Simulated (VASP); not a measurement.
A run of VASP 6.6.1 is set up as follows.

The input POSCAR:

```
PbS
1.0
    2.1126617058      1.2197458045      3.4519162518
   -2.1126617058      1.2197458045      3.4519162518
    0.0000000000     -2.4394916091      3.4519162518
Pb S
1 1
Direct
    0.9805657800      0.9805657800      0.9805657800
    0.4750355500      0.4750355500      0.4750355500
```

Contents of INCAR.step1:

```
SYSTEM = PbS
PREC = Accurate
ENCUT = 600
EDIFF = 1E-8
ISMEAR = 0
SIGMA = 0.02
LREAL = .FALSE.
LASPH = .TRUE.
NELM = 60
ALGO = Normal
ISIF = 3
LWAVE = .FALSE.
LCHARG = .FALSE.
GGA = PE
IBRION = 2
NSW = 40
EDIFFG = -0.002
```

Contents of INCAR.step2:

```
SYSTEM = PbS
PREC = Accurate
ENCUT = 600
EDIFF = 1E-8
ISMEAR = 0
SIGMA = 0.02
LREAL = .FALSE.
LASPH = .TRUE.
NELM = 60
ALGO = Normal
ISIF = 3
LWAVE = .FALSE.
LCHARG = .FALSE.
GGA = PE
IBRION = 6
NFREE = 2
POTIM = 0.015
NSW = 1
```

Contents of KPOINTS:

```
regular mesh
0
G
  6 6 6
  0 0 0
```

Potentials or basis: VASP PAW PBE potentials, release 64 (Pb_d, S).

Run with:

```sh
$ cat potpaw_PBE.64/Pb_d/POTCAR potpaw_PBE.64/S/POTCAR > POTCAR
$ cp INCAR.step1 INCAR
$ mpirun -np 1 vasp_std > vasp.out
$ cp CONTCAR POSCAR
$ cp INCAR.step2 INCAR
$ mpirun -np 1 vasp_std > vasp.out
```

(1) Estimate the Voigt bulk modulus.

(2) Estimate the highest phonon frequency at Γ, LO-TO splitting left out.

(3) Estimate the relaxed cell.

(4) What does it give for the space group after relaxing (to 0.05 Å)?

(5) Predict the relaxed volume.

Answers

(1) 52 GPa.

(2) 22 cm⁻¹.

(3) a = 4.247 Å, b = 4.247 Å, c = 4.247 Å, α = 60.01°, β = 60.01°, γ = 60.01°.

(4) Fm-3m (No. 225).

(5) 27.10 Å³/atom.
